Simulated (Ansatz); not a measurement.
A plane-wave DFT run in Ansatz 0.2.0 (scalar-relativistic PAW potentials unless the input names others): input and command.

```yaml
crystal:
  lattice:
    - [2.6728587958, 0.0, 0.0]
    - [-1.3364293979, 2.3147636179, 0.0]
    - [1.3364293979, 0.7715878726, 2.226049345]
  atoms:
    - { symbol: Ir, position: [0.0, 0.0, 0.0] }
basis:
  ecutwfc: "20 eV"
kpoints:
  mp_grid: { grid: [15, 15, 15] }
hamiltonian:
  xc: pbesol
scf:
  occupations: { method: gaussian, width: 0.1 }
  max_iter: 60
output:
  forces: true
  eigenvalues: true
  stress: true
```

```bash
ansatz run input.yaml --threads 2 --pin off --max-ram 6144MiB --backend cpu --events-out ev --progress --plain --runs-dir out
```

Task: What is wrong with this input?

Result: The program refuses it, because of a cutoff far too low (basis.ecutwfc: 420 → "20 eV"). With the sound run's settings it is accepted.

Abridged log:
```
Error: inconsistent input (basis.ecutwfc, kpoints): the smallest per-k basis holds n_pw = 1 plane waves (k-point 0, counted from 0 among those solved) but the deck needs at least 10 band(s) per channel, and no run solves more bands than the smallest per-k basis has plane waves; raise basis.ecutwfc until the smallest per-k basis, which caps the automatic band count, holds at least 10 plane waves
```